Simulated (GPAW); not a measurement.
# BaTiO3 (Barioperovskite) (Amm2) in GPAW: single point with PBE

Aim: the single point of BaTiO3 (Barioperovskite) with PBE.

Everything below comes from runs of GPAW 26.7.0. Logs are shortened: lines on timing, memory, paths and dates and some standing lists are left out, and cuts for length are marked. The log counts tension as positive stress, the text compression.

## (1) Starting point

It takes space group Amm2 (No. 38, orthorhombic). The conventional cell has a = 3.986 Å, b = 5.674 Å, c = 5.690 Å, α = 90.00°, β = 90.00°, γ = 90.00°. Ba (site symmetry mm2) is surrounded by 12 O at 2.77 to 2.92 Å. Ti (site symmetry mm2) is surrounded by 6 O at 1.93 to 2.09 Å. O (site symmetry m) is surrounded by 2 Ti at 1.93 to 2.09 Å. O (site symmetry mm2) has 2 Ti at 2.00 Å as nearest neighbours.

## (2) Single point, PBE

run.py

```python
from ase.dft.bandgap import bandgap
from ase.io import read, write
from ase.units import GPa
from gpaw import GPAW, PW

atoms = read('POSCAR')

calc = GPAW(mode=PW(600),
            xc='PBE',
            kpts={'size': (6, 6, 6), 'gamma': True},
            occupations={'name': 'fermi-dirac', 'width': 0.05},
            nbands=36,
            maxiter=120,
            txt='gpaw.txt')
atoms.calc = calc
energy = atoms.get_potential_energy()
forces = atoms.get_forces()
stress = atoms.get_stress()
calc.write('gs.gpw')
write('result.traj', atoms)
print(f'Energy: {energy:.6f} eV')
print('Forces (eV/A):')
print(forces.round(4))
print('Stress (GPa):', (stress / GPa).round(3))
print('Fermi level:', round(calc.get_fermi_level(), 4), 'eV')
print(f'Gap: {bandgap(calc)[0]:.4f} eV, direct: {bandgap(calc, direct=True)[0]:.4f} eV')
```

POSCAR

```
BaTiO3
1.0
    3.9855000000      0.0000000000      0.0000000000
    0.0000000000      2.8369000000      2.8451500000
    0.0000000000     -2.8369000000      2.8451500000
Ba Ti O
1 1 3
Direct
    0.0000000000      0.0000000000      0.0000000000
    0.5000000000      0.5124000000      0.5124000000
    0.5000000000      0.9918400000      0.5052400000
    0.5000000000      0.5052400000      0.9918400000
    0.0000000000      0.4874000000      0.4874000000
```

Potentials or basis: GPAW PAW data sets (gpaw-data 1.2.1), pw.

Run with:

```console
$ OMP_NUM_THREADS=1 python run.py
```

gpaw.txt:

```text
__  _  _
 | _ |_)|_||  |
 |__||  | ||/\| - 26.7.0

Input parameters:
  mode=PW(ecut=600.0),
  kpts=MonkhorstPack(size=(6, 6, 6), gamma=True),
  maxiter=120,
  nbands=36,
  occupations=Occupations(name='fermi-dirac', width=0.05),
  xc=XC(name='PBE')

Diagonalizing LCAO Hamiltonian
Converting LCAO to pw mode

              O
            O
        O    Ti

        Ba

Atoms  # Å, Bohr magnetons
|   | symbol |        x |         y |        z |    initial magnetic moments |
|---|--------|----------|-----------|----------|-----------------------------|
| 0 |     Ba | 0.000000 |  0.000000 | 0.000000 | ( 0.0000,  0.0000,  0.0000) |
| 1 |     Ti | 1.992750 |  0.000000 | 2.915710 | ( 0.0000,  0.0000,  0.0000) |
| 2 |      O | 1.992750 |  1.380436 | 4.259417 | ( 0.0000,  0.0000,  0.0000) |
| 3 |      O | 1.992750 | -1.380436 | 4.259417 | ( 0.0000,  0.0000,  0.0000) |
| 4 |      O | 0.000000 | -0.000000 | 2.773452 | ( 0.0000,  0.0000,  0.0000) |

Unit cell  # Å
| periodic |        x |         y |        z |  lengths |    angles |
|----------|----------|-----------|----------|----------|-----------|
|      yes | 3.985500 |  0.000000 | 0.000000 | 3.985500 | 89.833620 |
|      yes | 0.000000 |  2.836900 | 2.845150 | 4.017820 | 90.000000 |
|      yes | 0.000000 | -2.836900 | 2.845150 | 4.017820 | 90.000000 |

Number of symmetries: 4
Symmetry operations  # r_c * U_cc + t_c -> r_c
|   | kind |            matrix            |
|---|------|------------------------------|
| 0 |  E   |  1, 0, 0,  0, 1, 0,  0, 0, 1 |
| 1 |  σ   |  1, 0, 0,  0, 0, 1,  0, 1, 0 |
| 2 |  σ   | -1, 0, 0,  0, 1, 0,  0, 0, 1 |
| 3 |  C2  | -1, 0, 0,  0, 0, 1,  0, 1, 0 |

BZ-sampling:
  Number of BZ points: 216
  Number of IBZ points: 52

  Monkhorst-Pack size: [6, 6, 6]
  Monkhorst-Pack shift: [0.08333333333333333, 0.08333333333333333, 0.08333333333333333]

K-points  # in reciprocal-cell coordinates
|     |                                coordinates |     weight |
|-----|--------------------------------------------|------------|
|   0 | (  0.00000000,   0.00000000,   0.00000000) | 0.00462963 |
|   1 | (  0.00000000,   0.16666667,  -0.16666667) | 0.00925926 |
|   2 | (  0.00000000,   0.16666667,   0.00000000) | 0.01851852 |
|   3 | (  0.00000000,   0.16666667,   0.16666667) | 0.00925926 |
|   4 | (  0.00000000,   0.33333333,  -0.33333333) | 0.00925926 |
|   5 | (  0.00000000,   0.33333333,  -0.16666667) | 0.01851852 |
|   6 | (  0.00000000,   0.33333333,   0.00000000) | 0.01851852 |
|   7 | (  0.00000000,   0.33333333,   0.16666667) | 0.01851852 |
|   8 | (  0.00000000,   0.33333333,   0.33333333) | 0.00925926 |
|   9 | (  0.00000000,   0.50000000,   0.00000000) | 0.00925926 |
| ... |                                            |            |
|  51 | (  0.50000000,   0.50000000,   0.50000000) | 0.00462963 |

Plane wave coefficients: 2176
Cutoff: 600.0 eV

Spin-components: 1 (collinear spins)
Bands:           36
Projectors:      27
Spin-degeneracy: 2
Datatype:        complex128

Parallelization:
  kpt:    1
  domain: 1
  band:   1

Density:
  Valence electrons: 40.0
  Components: 1
  Grid points: [24 24 24]
  Charge: 0.0  # |e|

Potential:
  Grid points: [24 24 24]

species:
  Ba:
    name:    Barium
    Z:       56.0
    valence: 10
    core:    46
    charge:  0.0  # [|e|]
    compensation charges:
      type: gauss
      rc: 0.37  # [Å]
      lmax: 2
    cutoffs:
      filter: 2.06  # [Å]
      core: 2.33  # [Å]
    projectors
    | kind |    occ | energy [eV] | rcut [Å] |
    |------|--------|-------------|----------|
    |   5s |  2.000 |     -33.644 |    1.164 |
    |   6s |  2.000 |      -3.229 |    1.164 |
    |   5p |  6.000 |     -18.744 |    1.164 |
    |    p |        |       0.000 |    1.164 |
    |    d |        |       0.000 |    1.164 |
    |    d |        |      27.211 |    1.164 |

    Using partial waves for Ba as LCAO basis

  Ti:
    name:    Titanium
    Z:       22.0
    valence: 12
    core:    10
    charge:  0.0  # [|e|]
    compensation charges:
      type: gauss
      rc: 0.38  # [Å]
      lmax: 2
    cutoffs:
      filter: 2.23  # [Å]
      core: 1.02  # [Å]
    projectors
    | kind |    occ | energy [eV] | rcut [Å] |
    |------|--------|-------------|----------|
    |   3s |  2.000 |     -62.623 |    1.270 |
    |   4s |  2.000 |      -4.466 |    1.270 |
    |   3p |  6.000 |     -38.862 |    1.058 |
    |   4p |  0.000 |      -1.466 |    1.058 |
    |   3d |  2.000 |      -4.258 |    1.058 |
    |    d |        |      22.953 |    1.058 |

    Using partial waves for Ti as LCAO basis

  O:
    name:    Oxygen
    Z:       8.0
    valence: 6
    core:    2
    charge:  0.0  # [|e|]
    compensation charges:
      type: gauss
      rc: 0.21  # [Å]
      lmax: 2
    cutoffs:
      filter: 1.17  # [Å]
      core: 0.83  # [Å]
    projectors
    | kind |    occ | energy [eV] | rcut [Å] |
    |------|--------|-------------|----------|
    |   2s |  2.000 |     -23.961 |    0.688 |
    |   2p |  4.000 |      -9.029 |    0.598 |
    |    s |        |       3.251 |    0.688 |
    |    p |        |      18.182 |    0.598 |
    |    d |        |       0.000 |    0.619 |

    Using partial waves for O as LCAO basis

Reference energy: -250624.413696  # eV

eigensolver:
  PPCG
  Converge bands: occupied
  niter=2

density mixing:
  MSR1-Mixer
  Pratt-step length: 0.05
  Maximum mixing coefficient: 0.75
  Old densities: 10
  SVD Regularization: 0.005
  Good broyden scale: 1.0
  Trust region scale: 1.0
  Backstep threshold: 4.0
  History deletion threshold: 6.0
  Fourier metric: weight=20.0, sigma=0.015

occupation numbers:
  Fermi-Dirac:
    width: 0.0500  # eV

poisson solver:
  ecut: 4800.0  # eV

xc functional:
  name: PBE with 2 nearest neighbor stencil

convergence criteria:
- Maximum [total energy] change in last 3 cyles: 0.0005 eV / valence electron
- Maximum integral of absolute [dens]ity change: 0.0001 electrons / valence electron
- Maximum integral of absolute [eigenst]ate change: 4e-08 eV^2 / valence electron
maximum number of iterations: 120

SCF iterations
|iter     | |      energy | eigst |  dens |
|---------|-|-------------|-------|-------|
|iter:   1| |  -44.510059 | +0.09 |       |
|iter:   2| |  -42.806166 | -1.58 | -0.87 |
|iter:   3| |  -39.462468 | -0.96 | -0.94 |
|iter:   4| |  -39.260988 | -2.16 | -1.45 |
|iter:   5| |  -39.225755 | -2.84 | -1.62 |
|iter:   6| |  -39.231720 | -3.48 | -1.96 |
|iter:   7| |  -39.232018c| -4.63 | -2.74 |
|iter:   8| |  -39.231926c| -5.13 | -3.02 |
|iter:   9| |  -39.231935c| -6.31 | -3.49 |
|iter:  10| |  -39.231936c| -7.41c| -3.97 |
|iter:  11| |  -39.231936c| -8.02c| -4.98c|

Converged in 11 steps
Energy contributions relative to reference atoms: (reference = -250624.413696)

Energy contributions:
  Kinetic:          43.116822
  Coulomb:         -45.210800
  Zero:              0.575926
  External:          0.000000
  Xc:              -37.713884
  Entropy:          -0.000000
  Spinorbit:         0.000000
  ----------------------------
  Free energy:     -39.231936
  Extrapolated:    -39.231936

dipole moment: (-35.303424, -0.000000, -19.467775)  # |e|*Ang

Fermi level: 8.599
Eigenvalues  # (at kpt = [0.000, 0.000, 0.000])
| band index |      eig [eV] | occ [0-2] |
|------------|---------------|-----------|
|          0 |       -48.876 |     2.000 |
|        ... |               |           |
|         12 |         5.351 |     2.000 |
|         13 |         5.351 |     2.000 |
|         14 |         6.429 |     2.000 |
|         15 |         6.483 |     2.000 |
|         16 |         6.539 |     2.000 |
|         17 |         7.290 |     2.000 |
[... 8 lines left out ...]
|         26 |        12.760 |     0.000 |
|         27 |        14.993 |     0.000 |
|        ... |               |           |
|         35 |        27.328 |     0.000 |

Gap: 1.891 eV
Transition (v -> c):
  (s=0, k=51, n=19, [0.50, 0.50, 0.50]) -> (s=0, k=0, n=20, [0.00, 0.00, 0.00])
Direct/indirect transitions are different
Direct gap: 2.086 eV
Transition at: (s=0, k=0, n=19, [0.00, 0.00, 0.00])

Forces  # eV/Ang
|       x |        y |        z |
|---------|----------|----------|
| 0.00000 | -0.00000 |  0.15644 |  # Ba   0
| 0.00000 |  0.00000 |  0.12216 |  # Ti   1
| 0.00000 |  0.04176 | -0.24551 |  # O    2
| 0.00000 | -0.04176 | -0.24551 |  # O    3
| 0.00000 |  0.00000 |  0.21062 |  # O    4

Stress tensor  # eV/Ang^3
|        x |        y |        z |
|----------|----------|----------|
| 0.003384 | 0.000000 | 0.000000 |
| 0.000000 | 0.002607 | 0.000000 |
| 0.000000 | 0.000000 | 0.006581 |

# Writing to gs.gpw (mode='')
```

Run time: 2.5 min. Hardware: 1 thread of Intel Xeon at 2.50GHz (Skylake/Cascade Lake), shared host; peak memory 0.25 GiB.

What came out:

| Quantity | Value |
| --- | --- |
| Free energy | -39.2319 eV |
| Pressure | -0.7 GPa |
| Largest force | 0.249 eV/Å |
| Band gap on the k mesh | 1.89 eV, indirect (least direct gap 2.09 eV) |

Forces on the atoms (eV/Å):
```
Ba   0.000  0.000  0.156
Ti   0.000  0.000  0.122
O    0.000  0.042 -0.246
O    0.000 -0.042 -0.246
O    0.000  0.000  0.211
```

Caveat: the cutoff is short for stress and forces, so pressures can be off by a GPa or more; spin-orbit coupling is left out, which moves the levels of the heavy elements. As with any semilocal functional, this PBE gap is likely too small.
